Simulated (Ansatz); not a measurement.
# Random displacements in C

These are results of DFT PBE, scalar-relativistic, plane waves, PAW (Ansatz 0.2.0), not measurements. The runs took a 420 eV cutoff, a Γ-centred 6×6×6 mesh and Gaussian smearing (0.05 eV). No spin polarisation. Energies are free energies at this smearing, counted from the undisturbed cell; pressure is positive in compression.

The undisturbed cell (as given, not relaxed at this level):

```xyz
8
Lattice="3.5668 0.0000 0.0000 0.0000 -3.5668 0.0000 0.0000 0.0000 -3.5668" Properties=species:S:1:pos:R:3 pbc="T T T"
C     1.7834    0.0000    0.0000
C     0.0000   -1.7834    0.0000
C     0.0000    0.0000   -1.7834
C     1.7834   -1.7834   -1.7834
C     2.6751   -2.6751   -2.6751
C     0.8917   -0.8917   -2.6751
C     0.8917   -2.6751   -0.8917
C     2.6751   -0.8917   -0.8917
```

The atoms are displaced (Å, in the unstrained cell):

| atom | ux | uy | uz |
| --- | --- | --- | --- |
| C1 | 0.008 | 0.103 | -0.193 |
| C2 | 0.022 | 0.109 | -0.027 |
| C3 | 0.019 | 0.059 | 0.042 |
| C4 | 0.014 | -0.091 | 0.038 |
| C5 | -0.039 | 0.062 | 0.136 |
| C6 | 0.044 | -0.131 | -0.054 |
| C7 | -0.038 | -0.026 | -0.032 |
| C8 | -0.029 | -0.085 | 0.091 |

The cell is not strained.

(1) What are the energy change, the stress and the forces?

## Answers

(1) ΔE = 467.5 meV/atom; stress (xx, yy, zz, yz, xz, xy; compression positive) (27.80, 17.10, 18.88, 1.36, 1.20, -1.80) GPa; gap on the mesh 0.73 eV.
| atom | Fx (eV/Å) | Fy | Fz |
| --- | --- | --- | --- |
| C1 | 1.16 | -5.13 | 9.12 |
| C2 | -0.52 | -5.60 | 3.18 |
| C3 | -2.05 | -4.71 | -3.24 |
| C4 | -2.48 | 4.73 | -0.24 |
| C5 | 3.85 | -4.23 | -6.68 |
| C6 | -0.01 | 6.93 | 2.00 |
| C7 | -0.01 | 2.34 | 0.68 |
| C8 | 0.06 | 5.66 | -4.81 |

Cost: 1 run of about 0.048 core-minutes, on AMD EPYC 9R45 (Zen 5) (shared hosts).